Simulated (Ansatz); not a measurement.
The system is AlCu.

```
Cu Al
1.0
     2.99751    0.00000    0.00000
     0.00000    2.99751    0.00000
     0.00000    0.00000    2.99751
Cu Al
1 1
Direct
  0.50000 0.50000 0.50000
  0.00000 0.00000 0.00000
```

The cell comes from a database or a generator and needn't be the stable form of this composition.

- Program: Ansatz 0.2.0
- Task: single point
- Functional: PBEsol
- Potentials or basis: all-electron LAPW, scalar-relativistic
- Cutoff: 233 eV (chosen from the basis error)
- Basis error allowed: 0.001 eV/atom
- k mesh: 9 × 9 × 9
- Occupations: fermi-dirac, width 0.05 eV
- Spin: no spin polarisation

On this cell: pressure -4.7 GPa; largest force zero by symmetry; band gap on the k mesh none (metal or under the smearing width).

The same run follows on a disturbed copy (atoms moved at random, drawn with an rms of 0.05 Å):

```
Cu Al
1.0
     2.99751    0.00000    0.00000
     0.00000    2.99751    0.00000
     0.00000    0.00000    2.99751
Cu Al
1 1
Direct
  0.50650 0.49273 0.49086
  0.00522 0.98832 0.99438
```

Question: What changes?

Answer: The energy (extrapolated to zero smearing) moves by +0.3 meV/atom; pressure -4.7 GPa; largest force 0.064 eV/Å; band gap on the k mesh none (metal or under the smearing width).

Forces in eV/Å, atoms in the order of the input:
```
Cu  -0.014 -0.049  0.039
Al   0.014  0.049 -0.039
```
